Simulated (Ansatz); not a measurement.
Crystal: Co, diamond type, 2 atoms in the cell.

These are results of PBE, plane waves, PAW datasets (generated soft set 1) in Ansatz, not measurements.

Cutoff 420 eV; k-mesh 19×19×19 Γ-centred; Fermi–Dirac smearing of 0.0612 eV; no spin polarisation.

```
V (Å³/atom)   a (Å)  E − E(min) (meV/atom)  P (GPa)
     13.995  4.8197                  24.71     9.42
     14.293  4.8537                  10.53     5.91
     14.591  4.8872                   2.51     2.78
     14.889  4.9202                   0.00    -0.02
     15.186  4.9528                   2.40    -2.52
     15.484  4.9849                   9.19    -4.75
     15.782  5.0167                  19.90    -6.73
```

Problem. Fit a third-order Birch–Murnaghan equation of state to the energies.

Solution. V₀ = 14.886 Å³/atom (a₀ = 4.920 Å), B₀ = 132 GPa, B₀′ = 4.66.

The published all-electron PBE values for this crystal (mean of FLEUR and WIEN2k, k-spacing 0.06 Å⁻¹; Bosoni et al., Nat. Rev. Phys. 6, 45 (2024)) are V₀ = 14.885 Å³/atom, B₀ = 132.1 GPa, B₀′ = 4.66. This run's mesh is coarser (spacing 0.12 Å⁻¹), so part of any difference comes from k-sampling.

The stress includes the program's correction for the finite plane-wave basis.

This cubic structure is a model: it isn't the usual form of the substance at ambient conditions, and such phases are metastable or hypothetical. The k-mesh is modest, so these values aren't fully converged in k. Spin polarisation is left out, and a magnetic state may lie lower.
